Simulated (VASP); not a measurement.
# PbTe in VASP: one cell, several levels of theory

Aim: gap, levels, forces and stress of rocksalt PbTe, under +5.0 % shear in the xy plane at fixed geometry. Runs: PBE, r2SCAN.

Program: VASP 6.6.1. PAW datasets, plane waves. Computed at 0 K without zero-point motion; spin polarisation is off.

### 1 The cell

The cell comes from an earlier relaxation with r2SCAN in another program, then strained, with the atoms relaxed again.

Space group Immm (No. 71), orthorhombic; a = 4.506 Å, b = 4.737 Å, c = 6.536 Å in the conventional setting, 34.87 Å³ an atom. Near Pb stand 6 Te at 3.27 Å; near Te stand 6 Pb at 3.27 Å.

The structure in full:

Space group Immm (No. 71). a = 4.506 Å, b = 4.737 Å, c = 6.536 Å, α = 90.00°, β = 90.00°, γ = 90.00°
```
atom  site  symmetry       x       y       z
  Pb    2a       mmm  0.0000  0.0000  0.0000
  Te    2c       mmm  0.5000  0.5000  0.0000
```

### 2 PBE

Input file INCAR:

```
ENCUT = 520.000000
SIGMA = 0.020000
EDIFF = 1.00e-07
GGA = PE
PREC = Accurate
IBRION = -1
ISIF = 2
ISMEAR = -1
NBANDS = 17
NELM = 120
NSW = 0
LASPH = .TRUE.
LCHARG = .FALSE.
LWAVE = .FALSE.
LREAL = .FALSE.
```

Input file KPOINTS:

```
KPOINTS created by Atomic Simulation Environment
0
Gamma
8 8 8
0 0 0
```

Input file KPOINTS_OPT:

```
special points
6
Reciprocal
0.0000000000 0.0000000000 0.0000000000 1
0.5000000000 0.0000000000 0.5000000000 1
0.6250000000 0.2500000000 0.6250000000 1
0.3750000000 0.3750000000 0.7500000000 1
0.5000000000 0.5000000000 0.5000000000 1
0.5000000000 0.2500000000 0.7500000000 1
```

Input file POSCAR:

```
Pb Te
 1.0000000000000000
     0.0816959212000000    3.2678368465999998    3.2678368465999998
     3.2678368465999998    0.0816959212000000    3.2678368465999998
     3.3495327678000000    3.3495327678000000    0.0000000000000000
 Pb  Te
   1   1
Cartesian
  0.0000000000000000  0.0000000000000000  0.0000000000000000
  3.3495327677999995  3.3495327677999995  3.2678368465999998
```

Potentials: the recommended PBE PAW datasets, 20 valence electrons in the neutral cell.

On the command line:

```
mpirun -np 1 vasp_std
```

### 3 Single point with r2SCAN

Input file INCAR:

```
ENCUT = 520.000000
SIGMA = 0.010000
EDIFF = 1.00e-07
ALGO = Normal
METAGGA = R2SCAN
PREC = Accurate
IBRION = -1
ISIF = 2
ISMEAR = 0
NBANDS = 17
NELM = 120
NSW = 0
LASPH = .TRUE.
LCHARG = .FALSE.
LWAVE = .FALSE.
LREAL = .FALSE.
```

KPOINTS is that of step 2.

KPOINTS_OPT is that of step 2.

POSCAR is that of step 2.

Before running it: what results should come out? Wanted: for each run, gap; pressure.

As calculated:

| level | gap (eV) | pressure (GPa) |
| --- | --- | --- |
| PBE | 0.55 | 0.59 |
| r2SCAN | 0.81 | -0.01 |

In words: The gap spans 0.55 eV (PBE) to 0.81 eV (r2SCAN). Spin-orbit coupling is left out, though the cell holds Pb (Z = 82); in an element this heavy it can shift bands and gaps by tenths of an eV. At this one volume the pressure spans 0.0 GPa (r2SCAN) to 0.6 GPa (PBE): PBE wants the largest cell and r2SCAN the smallest.
